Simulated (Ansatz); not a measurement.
As under changes of volume

One of the cells (21.530 Å³/atom); the others are scaled copies at fixed shape and fractional positions:

```
CELL_PARAMETERS angstrom
1.88080 1.08588 3.51406
-1.88080 1.08588 3.51406
0.00000 -2.17176 3.51406
ATOMIC_POSITIONS crystal
As 0.22600 0.22600 0.22600
As 0.77400 0.77400 0.77400
```

* Program: Ansatz 0.2.0
* Functional: r2SCAN
* Potentials or basis: Ansatz PAW
* Cutoff: 500 eV (not typed: the program's choice for these potentials)
* k mesh: 9 × 9 × 9
* Occupations: fermi-dirac, width 0.05 eV
* Spin: no spin polarisation

```csv
volume (Å³/atom),energy over the lowest point (meV/atom),pressure (GPa),largest force (eV/Å)
20.239,40.00,7.6,0.592
20.669,?,?,?
21.100,10.32,3.6,0.287
21.530,2.97,1.9,0.150
21.961,0.00,0.3,0.021
22.392,1.01,-1.1,0.100
22.822,5.63,-2.3,0.214
```

Task: What does the run at 20.669 Å³/atom give?

Result: Energy over the lowest point 22.50 meV/atom; pressure 5.5 GPa; largest force 0.434 eV/Å.

Worked out: A Birch-Murnaghan fit of order 3 (a polynomial in V^(-2/3)) to the other rows has its minimum at 22.06 Å³/atom with B0 = V·E''(V) = 74 GPa and B' = 3.9 at fixed shape and positions, which overstates the stiffness. It gives 22.51 meV/atom at 20.669 Å³/atom, against the run's 22.50, and -dE/dV = 5.5 GPa, against 5.5.

Energies are extrapolated to zero smearing.

Caveats: the PAW data sets come from PBE, with cores solved anew for the run's functional, which leaves a small shift of forces and pressure.
